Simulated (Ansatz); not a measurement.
The structure comes from a relaxation in the same program, started in the fcc type, and has space group Fm-3m. Whether it is a known phase or the ground state wasn't checked.

Lu: DFT, PBE, all-electron PAW with datasets made for the crystal, scalar-relativistic (Ansatz 0.2.0).

```yaml
crystal:
  lattice:
    - [0.0, 2.43689633, 2.43689633]
    - [2.43689633, 0.0, 2.43689633]
    - [2.43689633, 2.43689633, 0.0]
  atoms:
    - { symbol: Lu, position: [0.0, 0.0, 0.0] }
kpoints:
  mp_grid: { grid: [15, 15, 15] }
  band_path:
    path:
      - [0.0, 0.0, 0.0]
      - [0.5, 0.0, 0.5]
      - [0.625, 0.25, 0.625]
      - [0.375, 0.375, 0.75]
      - [0.0, 0.0, 0.0]
      - [0.5, 0.5, 0.5]
      - [0.5, 0.25, 0.75]
      - [0.5, 0.0, 0.5]
    npoints: 8
scf:
  occupations: { method: fermi_dirac, width: 0.05 }
hamiltonian:
  xc: pbe
  pseudopotentials: { kind: all_electron, datasets: crystal }
output:
  forces: true
  stress: true
  eigenvalues: true
  efg: { contact_densities: true }
```

Output:

```
hamiltonian.pseudopotentials.datasets: crystal makes datasets for this crystal and solves the spheres of its atoms anew in each pass: cutoff 340.0 eV, the density's 1360.0 eV; for an error of 0.50 meV an atom under PBE, 0.5 meV for the cell; an energy difference from a run of another recipe may be off by several times the error for the cell, under r2SCAN by more, where some 0.1 meV an atom stays at smaller errors; Lu in spheres of 1.376 Å, 25 of its electrons in bands
band count auto-derived: 18 (N_el = 25.0; filled up to band 13; 17 by the electrons, moments and atoms)
Lu: output.efg is read without spin–orbit coupling, which moves field gradients at and beside such atoms by some per cent and up to a factor of two; PAW files take it under magnetization.noncollinear and magnetization.spin_orbit
Engine: ansatz 0.2.0
Pseudopotentials: kind: all_electron
Pseudopotential: Lu, paw, valence charge 25, recommended cutoff 340 eV (normal), Koelling and Harmon's equation, gaussian nucleus
Functional definition: PBE
  parameter kappa = 0.804
  parameter beta = 0.06672455060314922
  exchange = pbe_x(kappa = kappa, mu = beta*pi^2/3)
  correlation = pbe_c(beta = beta)
Crystal: 1 atoms, lattice volume = 28.943 Å³
Basis set: ecut = 340 eV, 411 PW (Γ), exchange–correlation on 48×48×48 points (8 copies of the dense FFT grid, shifted against one another)
Bands: 18, of which v1, the nominal top of the filled ones, is band 13 counted from 1 (12 counted from 0)
Symmetry: 48 space group operations
Space group: Fm-3m (ITA 225), of the structure as read, at distance tolerance 3.1e-5 Å
k-points: 120 of 3375
Non-local potential: Lu, projectors of the file, l = 0: 2, l = 1: 2, l = 2: 1, l = 3: 2
PAW form: soft (Blöchl's): semilocal exchange-correlation on the pseudo side does not see the compensation charge
PAW one-centre angular grid: Lu, 590 points (default); XC on its mesh's 1827 points in the sphere
Initial density: superposition of atomic densities (neutral atoms: chi_scale 0, normalization atom)
Initial wavefunctions: pseudopotential atomic-orbital guess
Functional: x = pbe(κ = 0.804, μ = 0.2195149727645171), c = pbe(β = 0.06672455060314922)
iter 1 solved again at ethr=6.54e-4 eV; its pass at ethr=1.00e-1 eV (dr2=1.63e-1 eV) is discarded
SCF iter   1: F=—  HF=-396243.070139 eV  |F-HF|=—  |Δ(HF+E_count)|=         —  Δρ=1.95e-2  dr2=1.59e-1  ethr=6.54e-4  ⟨swp⟩=2.9  Hψ=10977  notcnv=0
preconditioner: auto → Kerker (q_TF=auto, 2.663 Å⁻¹)  [metal: Δε(μ)=0.020 eV  Ē_g=14.524 eV  σ=0.050 eV  W_gap=0.10  n_scr=14 (ndim 8)  ℏωp=33.1 eV  f_vac=0.000  D(μ)=1.59/eV (n_scr^D=14)]
SCF iter   2: F=—  HF=-396243.035611 eV  |F-HF|=—  |Δ(HF+E_count)|=   3.45e-2  Δρ=1.23e-2  dr2=6.71e-2  ethr=6.35e-4  ⟨swp⟩=2.0  Hψ=4315  notcnv=0
SCF iter   3: F=—  HF=-396243.026166 eV  |F-HF|=—  |Δ(HF+E_count)|=   9.44e-3  Δρ=4.90e-3  dr2=1.14e-2  ethr=2.69e-4  ⟨swp⟩=2.9  Hψ=4607  notcnv=0  defer=5
SCF iter   4: F=—  HF=-396243.017474 eV  |F-HF|=—  |Δ(HF+E_count)|=   8.69e-3  Δρ=2.93e-3  dr2=2.26e-3  ethr=4.56e-5  ⟨swp⟩=3.0  Hψ=5675  notcnv=0  defer=1
iter 5 solved again at ethr=3.59e-7 eV; its pass at ethr=9.05e-6 eV (dr2=8.97e-5 eV) is discarded
SCF iter   5: F=—  HF=-396243.020437 eV  |F-HF|=—  |Δ(HF+E_count)|=   2.96e-3  Δρ=6.43e-4  dr2=8.98e-5  ethr=3.59e-7  ⟨swp⟩=2.0  Hψ=8963  notcnv=0
SCF iter   6: F=—  HF=-396243.020400 eV  |F-HF|=—  |Δ(HF+E_count)|=   3.66e-5  Δρ=2.39e-4  dr2=2.05e-5  ethr=3.59e-7  ⟨swp⟩=2.0  Hψ=3695  notcnv=0
SCF iter   7: F=—  HF=-396243.020367 eV  |F-HF|=—  |Δ(HF+E_count)|=   3.36e-5  Δρ=5.88e-5  dr2=1.13e-6  ethr=8.21e-8  ⟨swp⟩=3.0  Hψ=4870  notcnv=0
SCF iter   8: F=—  HF=-396243.020330 eV  |F-HF|=—  |Δ(HF+E_count)|=   3.64e-5  Δρ=1.80e-5  dr2=9.67e-8  ethr=4.53e-9  ⟨swp⟩=3.0  Hψ=5063  notcnv=0
SCF iter   9: F=-396243.020330 eV  HF=-396243.020330 eV  |F-HF|=8.50e-9  |Δ(HF+E_count)|=   4.37e-8  Δρ=4.53e-6  dr2=7.17e-9  ethr=3.87e-10  ⟨swp⟩=3.0  Hψ=4493  notcnv=0
SCF 1 converged in 9 iterations: F = -396243.020331 eV  dr2 = 7.17e-9
  Residual-converged pass: ⟨swp⟩=2.9  Hψ=3867  notcnv=0  max |occ|·‖R‖ = 3.7e-6 eV (tolerance 3.7e-6 eV)  dr2=7.17e-9  dr2_onsite=1.40e-8  max |Δocc| = 2.0e-9
  greatest PAW one-centre occupation: 0.998 electrons in one spin orbital (limit 2), on the Lu atom at site 0 (counted from 0), in its partial waves of l = 0
NSCF: frozen V_eff on 57 k-points
SCF converged after 9 iterations
Free energy (F): -396243.020331 eV
Harris-Foulkes:  -396243.020331 eV  (|F-HF|=8.50e-9)
Internal energy: -396243.007470 eV  (E = F + TS)
E sigma→0 (E₀):  -396243.013900 eV
Entropy (-TS):   -0.012861 eV (-12.861 meV/atom)
Past the cutoff: the bands carry plane waves up to 1.75 times it, of which those up to 1.5 times it add -0.001102 eV an atom, each by itself; the spheres take 0.000447 eV an atom off the energy for waves past 1.75 times it
By the cutoff:   a pressure is off by up to 0.007 GPa (1.2 times the spheres' own share and the shells' term, over an atom's volume, and 0.004 GPa: a bound that held against runs at twice the plane waves)
Past the cutoffs: a stress includes 0.0044 GPa for waves and charges beyond them, in addition to the slope of what the spheres take
In the spheres:  the bands' charges fall short by 6.2e-7 e at most (sound up to 1e-3)
Fermi energy:    15.151501 eV
--- Per-component energies (eV) ---
  The terms above E_closure are by the made datasets' own strengths, without shells solved beside the bands.
--- Forces (eV/Å), atoms counted from 1 ---
  atom   1  Lu    -0.00000000     0.00000000    -0.00000000
  max |Σ_I F_I| component: 1.31e-31 eV/Å
--- Stress (GPa, compression-positive) ---
        0.003369      -0.000000      -0.000000
        0.000000       0.003369       0.000000
       -0.000000       0.000000       0.003369
  P = ⅓ Tr σ = 0.0034 GPa (0.034 kbar)
--- PAW observables at the nuclei: V_zz in 10²¹ V/m², potentials from the cell's mean, atoms counted from 1 ---
  atom   1  Lu V_zz =    -0.000000   η = 0.0000   by run symmetry: forbidden
            electrostatic potential = -13869.330013 V   contact ρ = 6961954.458374 e/Å³
--- Band table (eV; the first three rows and the last of 120) ---
  k-point 0: bands = ["-41.0187", "-11.4626", "-11.4626", "-11.4626", "9.0541", "10.1468", "10.1980", "10.1980", "10.1980", "10.2775", "10.2775", "10.2775", "17.4059", "17.4059", "17.4059", "19.8017"]
  k-point 1: bands = ["-41.0174", "-11.4856", "-11.4656", "-11.4656", "9.1783", "10.1493", "10.1971", "10.2001", "10.2001", "10.2737", "10.2737", "10.2777", "17.2557", "17.4683", "17.4683", "19.7291"]
  k-point 2: bands = ["-41.0137", "-11.5498", "-11.4740", "-11.4740", "9.5395", "10.1562", "10.1951", "10.2059", "10.2059", "10.2631", "10.2631", "10.2781", "16.8768", "17.6175", "17.6175", "19.5858"]
  k-point 119: bands = ["-40.9785", "-11.8058", "-11.7829", "-11.6452", "10.1948", "10.2035", "10.2084", "10.2300", "10.2326", "10.2422", "10.2521", "14.3606", "15.2220", "15.5724", "17.9902", "21.9036"]
```
